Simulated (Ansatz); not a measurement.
# GePt (model cell, started as wurtzite): from the cell to its phonons

How does GePt (model cell, started as wurtzite) vibrate, and is this structure a minimum?

Calculated with Ansatz 0.2.0; DFT PBE, scalar-relativistic, plane waves, PAW.

Most raw output is cut from this account.

The structure was built from a prototype and need not be the compound's stable phase.

## Step 1: The structure

The structure is hexagonal, space group P6_3mc (No. 186). Conventional cell: a = 4.029 Å, b = 4.029 Å, c = 6.580 Å, α = 90.00°, β = 90.00°, γ = 120.00°. Nearest to Pt lie 4 Ge at 2.47 Å. Nearest to Ge lie 4 Pt at 2.47 Å. Farther neighbours are not listed.

## Step 2: Bringing the structure to rest

Harmonic phonons are second derivatives at a point where the forces vanish, and they are wanted at zero stress, so atoms and cell are relaxed first.

Input file input.yaml:

```yaml
crystal:
  lattice:
    - [4.02941, 0.0, 0.0]
    - [-2.01471, 3.48957, 0.0]
    - [0.0, 0.0, 6.58003]
  atoms:
    - { symbol: Pt, position: [0.333333, 0.666667, 0.0] }
    - { symbol: Pt, position: [0.666667, 0.333333, 0.5] }
    - { symbol: Ge, position: [0.333333, 0.666667, 0.375] }
    - { symbol: Ge, position: [0.666667, 0.333333, 0.875] }
kpoints:
  mp_grid: { grid: [12, 12, 6] }
hamiltonian:
  xc: pbe
scf:
  occupations: { method: gaussian, width: 0.1 }
output:
  forces: true
  stress: true
  eigenvalues: true
relax:
  adjacent_minimum: "off"
  f_tol: 0.005
  max_steps: 80
  cell: { stress_tol: 0.05 }
```

Launch:

```console
$ ansatz run input.yaml --threads 4 --pin off --max-ram 7168MiB --backend cpu --events-out ev --progress --plain --runs-dir out
```

Run time: 38 s. Hardware: 4 threads of Arm Neoverse V1, shared host; peak memory 0.54 GiB; 2.5 min of CPU time.

Relaxation path:

```tsv
step	energy less that of the first step (eV)	largest force component (eV/Å)	pressure (GPa)	volume (Å³)
1	0.0000	0.0440	-3.01	92.52
2	-0.0351	0.0134	0.62	88.89
3	-0.0388	0.0024	0.07	89.32
4	-0.0402	0.0104	-0.03	89.31
5	-0.0402	0.0016	0.00	89.29
6*	-0.0393	0.0018	0.00	89.29
```

Relaxation steps marked * repeat the geometry before them on a plane-wave basis chosen anew for their cell, so energy and pressure can jump there.

Forces are held to the 12 operations that the run works with; a distortion that breaks them can't arise in this run.

```tsv
conventional cell, symmetrised	before	after	change
a (Å)	4.029	3.929	-2.5 %
b (Å)	4.029	3.929	-2.5 %
c (Å)	6.580	6.678	+1.5 %
volume (Å³/atom)	23.13	22.32	-3.5 %
```

The atoms that moved most (Å, as changes of fractional coordinates times the final cell):

```tsv
atom	dx	dy	dz	length
Ge4	0.000	0.000	-0.025	0.025
Pt2	0.000	0.000	0.025	0.025
Pt1	0.000	0.000	0.025	0.025
Ge3	0.000	0.000	-0.025	0.025
```

The relaxed structure:

```cif
data_structure
_symmetry_space_group_name_H-M 'P 1'
_symmetry_Int_Tables_number 1
_cell_length_a 3.9292
_cell_length_b 3.9292
_cell_length_c 6.6782
_cell_angle_alpha 90.000
_cell_angle_beta 90.000
_cell_angle_gamma 120.000
_cell_volume 89.29
loop_
_atom_site_label
_atom_site_type_symbol
_atom_site_fract_x
_atom_site_fract_y
_atom_site_fract_z
_atom_site_occupancy
Pt1 Pt 0.33333 0.66667 0.00370 1
Pt2 Pt 0.66667 0.33333 0.50370 1
Ge3 Ge 0.33333 0.66667 0.37130 1
Ge4 Ge 0.66667 0.33333 0.87130 1
```

This step gave:

- pressure: 0.004729 GPa
- volume per atom: 22.32 Å³
- gap on the k-mesh: 0 eV

In this step the volume went from 23.13 to 22.32 Å³/atom.

## Step 3: Tight relaxation

Phonons need a cell at rest on their own settings, so the relaxation is repeated with tight tolerances on forces and stress on the k mesh and occupations of the first response run.

Input file input.yaml:

```yaml
crystal:
  lattice:
    - [3.9291508943, 2.8149e-06, 0.0]
    - [-1.9645778849, 3.4027430823, 0.0]
    - [0.0, 0.0, 6.6781553948]
  atoms:
    - { symbol: Pt, position: [0.3333333333, 0.6666666667, 0.0036986516] }
    - { symbol: Pt, position: [0.6666666667, 0.3333333333, 0.5036986516] }
    - { symbol: Ge, position: [0.3333333333, 0.6666666667, 0.3713013484] }
    - { symbol: Ge, position: [0.6666666667, 0.3333333333, 0.8713013484] }
kpoints:
  mp_grid: { grid: [12, 12, 6] }
hamiltonian:
  xc: pbe
scf:
  occupations: { method: methfessel_paxton, width: 0.2 }
output:
  forces: true
  stress: true
  eigenvalues: true
relax:
  adjacent_minimum: "off"
  f_tol: 0.001
  max_steps: 60
  cell: { stress_tol: 0.01 }
```

It took 23 s on 4 threads; peak memory 0.52 GiB; 88 s of CPU time.

Little changed from the start: no atom moved by 0.005 Å and no cell edge by 0.1 %.

Numbers from this step:

```
pressure : 7.13e-4 GPa
```

The largest force component left is 0.44 meV/Å and the pressure is 0.001 GPa, within the tolerances set. The cell now holds 22.32 Å³/atom.

## Step 4: Linear response at the zone centre

The zone centre comes first: it holds the modes that light can see, as far as symmetry allows. No field response is asked, since the mesh shows no gap.

input.yaml, the sections that differ from step 3:

```yaml
crystal:
  lattice:
    - [3.9283139825, 2.8143e-06, 0.0]
    - [-1.9641594285, 3.4020182958, 0.0]
    - [0.0, 0.0, 6.680801802]
  atoms:
    - { symbol: Pt, position: [0.3333333333, 0.6666666667, 0.0037945852] }
    - { symbol: Pt, position: [0.6666666667, 0.3333333333, 0.5037945852] }
    - { symbol: Ge, position: [0.3333333333, 0.6666666667, 0.3712054148] }
    - { symbol: Ge, position: [0.6666666667, 0.3333333333, 0.8712054148] }
output:
  eigenvalues: true
phonons:
  method: dfpt
# kpoints, hamiltonian, scf: as in step 3
# relax: removed
```

Run time: 2.2 min. Hardware: 4 threads; peak memory 2.5 GiB.

Numbers from this step:

| Property | Result |
| --- | --- |
| sum-rule residual before enforcement | 9.56e-5 eV/Å² |
| point group | 6mm |
| highest optical mode at the zone centre (no LO-TO term) | 222.0 cm⁻¹ |
| lowest optical zone-centre mode | 11 cm⁻¹ |

Patterns of degenerate modes are one choice out of their space. Modes at Γ, with each element's share of the kinetic energy:

```tsv
mode	frequency (cm⁻¹)	symmetry	Pt %	Ge %
1	0.0	acoustic	73	27
2	0.0	acoustic	73	27
3	0.0	acoustic	73	27
4	11.0	E2	71	29
5	11.0	E2	71	29
6	113.3	B1	92	8
7	203.0	B1	8	92
8	209.8	E2	29	71
9	209.8	E2	29	71
10	216.0	E1	27	73
11	216.0	E1	27	73
12	222.0	A1	27	73
```

Displacements in mode 6 (113.3 cm⁻¹), the largest set to 1:
```
Pt1  0.00  0.00  1.00
Pt2  0.00  0.00 -1.00
Ge3  0.00  0.00  0.50
Ge4  0.00  0.00 -0.50
```

Displacements in mode 12 (222.0 cm⁻¹), the largest set to 1:
```
Pt1  0.00  0.00 -0.37
Pt2  0.00  0.00 -0.37
Ge3  0.00  0.00  1.00
Ge4  0.00  0.00  1.00
```

Before it was imposed, the acoustic sum rule was missed by 9.6e-5 eV/Å². Small misses are needed for a sound result but don't prove that mesh and cutoff are converged. The lowest optical mode is real, 11.0 cm⁻¹.

## Step 5: Response at finite wavevector

Stability and thermal properties need the whole zone. Linear response on a 2×2×2 q mesh gives force constants as far as a supercell of that size would.

Edit input.yaml of step 4 so:

```diff
@@ -20 +20,9 @@
   method: dfpt
+  qmesh: [2, 2, 2]
+  temperatures: { t_max: 1000, t_step: 50 }
+  qpath:
+    path:
+      - [[0.0, 0.0, 0.0], [0.5, 0.0, 0.0], [0.33333333, 0.33333333, 0.0], [0.0, 0.0, 0.0], [0.0, 0.0, 0.5], [0.5, 0.0, 0.5], [0.33333333, 0.33333333, 0.5], [0.0, 0.0, 0.5]]
+      - [[0.5, 0.0, 0.5], [0.5, 0.0, 0.0]]
+      - [[0.33333333, 0.33333333, 0.5], [0.33333333, 0.33333333, 0.0]]
+    npoints: 10
```

Elapsed: 13 min, on 4 threads; peak memory 3.4 GiB; 50 min of CPU time.

This step gave:

```yaml
sum_rule_residual_before_enforcement: 6.99e-5 eV/Å²
lowest_frequency_on_the_path: -26.47 cm⁻¹
highest_frequency_on_the_path_or_at_a_solved_wavevector: 222.8 cm⁻¹
lowest_optical_zone_centre_mode: 11.01 cm⁻¹
lowest_mode_on_the_q_mesh_acoustic_modes_at_gamma_apart: -21.76 cm⁻¹
```

Frequencies (cm⁻¹) solved at each irreducible wavevector; negative means imaginary. Frequencies by wavevector, by row:

```tsv
q in reciprocal lattice units	star	mode 1	mode 2	mode 3	mode 4	mode 10	mode 11	mode 12
0 0 0	1	0	0	0	11	216	216	222
0 0 -0.5	1	8.6	8.6	8.6	8.6	213.6	220.4	220.4
0 -0.5 0	3	-21.8	-19.9	15.2	17.9	211.2	212	215.3
0 -0.5 -0.5	3	-5.6	-5.6	11.9	11.9	207.1	213.1	213.1
```

Interpolated from a 2×2×2 q mesh, rough between the solved points. Phonon branches along the path, in cm⁻¹:

```tsv
point	branch 1	branch 2	branch 3	branch 4	branch 9	branch 10	branch 11	branch 12
Γ	0	0	0	11	210	216	216	222
halfway	-18	-14	16	27	208	214	214	221
M	-22	-20	15	18	211	211	212	215
halfway	-24	-17	22	38	204	210	212	220
K	-18	-18	34	42	207	207	212	222
halfway	-22	-20	17	37	207	209	218	220
Γ	0	0	0	11	210	216	216	222
halfway	5	5	10	10	211	215	215	223
A	9	9	9	9	214	214	220	220
halfway	11	11	23	23	210	210	218	218
L	-6	-6	12	12	207	207	213	213
halfway	-19	-19	32	32	208	208	215	215
H	-21	-21	39	39	207	207	216	216
halfway	-11	-11	30	30	209	209	217	217
A	9	9	9	9	214	214	220	220
jump to L	-6	-6	12	12	207	207	213	213
halfway	-19	-14	15	17	210	210	212	215
M	-22	-20	15	18	211	211	212	215
jump to H	-21	-21	39	39	207	207	216	216
halfway	-20	-20	35	41	207	207	213	220
K	-18	-18	34	42	207	207	212	222
```

Tetrahedra on a 18×18×10 mesh, mean over bins of 2 cm-1. Interpolated from a 2×2×2 q mesh, rough between the solved points. Phonon density of states against wavenumber; read off at these points:

```tsv
wavenumber (cm⁻¹)	phonon density of states (1/cm⁻¹/cell)
-27	7.8e-4
-21	0.102
-17	0.158
-13	0.0704
-7	0.0337
1	0.0190
7	0.0283
13	0.0630
15	0.0893
21	0.0634
27	0.0833
33	0.0649
41	0.0376
47	0.00267
55	0.00397
61	0.00532
67	0.00703
75	0.0102
81	0.0140
87	0.0193
95	0.0344
101	0.0491
109	0.0551
115	0.0736
117	0.0814
121	0
129	0
135	0
141	0
149	0
155	0
163	0
169	0
175	0
183	0
189	0
195	0
203	0.257
207	0.436
209	0.400
215	0.322
217	0.267
223	0.0401
```

Phonopy on the run's constants, 17x17x9 mesh, Gaussian sigma 2.0 cm-1. Interpolated from a 2×2×2 q mesh, rough between the solved points. The partial phonon density of states by wavenumber; read off at these points; values in 1/cm⁻¹/cell:

```tsv
wavenumber (cm⁻¹)	Ge	Pt
-35.0	0	0
-30.0	4.1e-4	7.7e-4
-25.0	0.0152	0.0285
-20.0	0.0352	0.0697
-17.4	0.0408	0.0839
-15.0	0.0358	0.0750
-10.0	0.0156	0.0346
-5.0	0.00881	0.0202
0.0	0.0025	0.00601
5.0	0.00739	0.0174
10.0	0.0149	0.0355
15.0	0.0215	0.0511
20.0	0.0181	0.0433
25.0	0.0220	0.0535
30.0	0.0204	0.0508
35.0	0.0162	0.0426
40.0	0.0103	0.0289
45.0	0.00153	0.00464
50.0	6.4e-4	0.00206
55.0	9.1e-4	0.00306
60.0	0.00135	0.00477
65.0	0.00124	0.00465
70.0	0.00161	0.00639
75.0	0.00205	0.00864
80.0	0.00228	0.0106
85.0	0.00279	0.0141
90.0	0.00353	0.0202
95.0	0.00467	0.0316
100.0	0.00532	0.0427
105.0	0.00460	0.0466
110.0	0.00371	0.0541
115.0	0.00250	0.0689
120.0	4.7e-4	0.0358
125.0	0	3.3e-4
130.0	0	0
135.0	0	0
140.0	0	0
145.0	0	0
150.0	0	0
155.0	0	0
160.0	0	0
165.0	0	0
170.0	0	0
175.0	0	0
180.0	0	0
185.0	0	0
190.0	5.3e-6	0
195.0	0.00641	9.6e-4
200.0	0.115	0.0225
205.0	0.238	0.0790
208.2	0.272	0.0987
210.0	0.228	0.0821
215.0	0.208	0.0627
220.0	0.109	0.0327
225.0	0.0129	0.00407
230.0	2.9e-5	8.2e-6
235.0	0	0
```

Symmetry leaves 4 wavevectors to solve. The lowest mode among them, the acoustic zeros apart, lies at q = (0, -0.5, 0) and is imaginary, 21.8i cm⁻¹, so the energy falls along it. Between them the interpolated path dips to 26i cm⁻¹.

## Step 6: Isotope substitution

An isotope changes the mass and not the force constants, so no new electronic calculation is needed; the shifts show which modes move this element.

The same force constants with the mass of Ge changed from 72.630 to 75.921 u (phonopy, no LO-TO term). Both lists are sorted by frequency; levels can cross, so a row need not hold one and the same mode. Modes under 3 cm⁻¹ are left out. Isotope shifts, by row, the first 40 of 45 rows:

```tsv
q	rank	natural mass (cm⁻¹)	changed mass (cm⁻¹)
0 0 0	4	11.01	10.94
0 0 0	5	11.01	10.94
0 0 0	6	113.3	113
0 0 0	7	203	198.9
0 0 0	8	209.8	206.6
0 0 0	9	209.8	206.6
0 0 0	10	216	212.6
0 0 0	11	216	212.6
0 0 0	12	222	218.4
0 0 -0.5	1	8.6	8.54
0 0 -0.5	2	8.6	8.54
0 0 -0.5	3	8.6	8.54
0 0 -0.5	4	8.6	8.54
0 0 -0.5	5	76.89	76.55
0 0 -0.5	6	76.89	76.55
0 0 -0.5	7	213.6	210.3
0 0 -0.5	8	213.6	210.3
0 0 -0.5	9	213.6	210.3
0 0 -0.5	10	213.6	210.3
0 0 -0.5	11	220.4	216.6
0 0 -0.5	12	220.4	216.6
0 -0.5 0	1	-21.76	-21.58
0 -0.5 0	2	-19.9	-19.75
0 -0.5 0	3	15.2	15.1
0 -0.5 0	4	17.88	17.76
0 -0.5 0	5	97.11	96.86
0 -0.5 0	6	119.3	119.3
0 -0.5 0	7	202.2	199.4
0 -0.5 0	8	203	200
0 -0.5 0	9	211.2	206.7
0 -0.5 0	10	211.2	207.7
0 -0.5 0	11	212	208.7
0 -0.5 0	12	215.3	211.4
0 -0.5 -0.5	1	-5.58	-5.54
0 -0.5 -0.5	2	-5.58	-5.54
0 -0.5 -0.5	3	11.91	11.83
0 -0.5 -0.5	4	11.91	11.83
0 -0.5 -0.5	5	108.1	107.9
0 -0.5 -0.5	6	108.1	107.9
0 -0.5 -0.5	7	206.1	202.9
```

A mode of this element alone would shift by -2.19 %. The highest zone-centre frequency without the field goes from 222.0 to 218.4 cm⁻¹ (-1.6 %).

## Step 7: What came out

- space group after relaxation (within 0.01 Å): P6_3mc
- volume per atom: 22.3 Å³
- electronic character: no gap on this mesh
- highest optical mode at the zone centre (no LO-TO term): 222 cm⁻¹
- lowest optical zone-centre mode: 11.0 cm⁻¹
- lowest mode on the q mesh (acoustic modes at Γ apart): -21.8 cm⁻¹
- highest frequency on the path or at a solved wavevector: 223 cm⁻¹
- imaginary modes on the 2×2×2 q mesh: yes

What this shows: Modes are clearly imaginary (beyond 10i cm⁻¹) at 1 of the 4 irreducible wavevectors, most at q = (0, -0.5, 0) (21.8i cm⁻¹), so this structure is not a minimum of the energy. The optical modes at Γ span 11 to 222 cm⁻¹. The highest mode in this list at Γ, 222.0 cm⁻¹, is mostly motion of Ge (73 % of the kinetic energy). The q mesh stands for a supercell only 7.9 Å across, so branches between the solved wavevectors are rough. With no gap, or one that is small against the smearing, the frequencies hang on the k mesh and the smearing, most of all near Kohn anomalies. An optical mode within 15 cm⁻¹ of zero is at the mercy of small errors in the force constants, and even its sign is uncertain. Spin-orbit coupling is left out, which can matter for the heavy elements here. A phonon run warned that its eigensolver left some bands unconverged in a pass. The starting cell was built on a prototype and not taken from a measurement, so the phase need not exist. These are harmonic frequencies at zero temperature: anharmonic shifts, linewidths and thermal expansion are left out.

[Logs are printed without paths, hosts, clocks, repeated set-up lines and the standing remarks that a program may print on its own settings, such as how far it seeks lower states.]

[Hosts, paths, dates, database ids (printed as entryN), source tags and the programs' standing remarks are cut or masked in the printed files.]
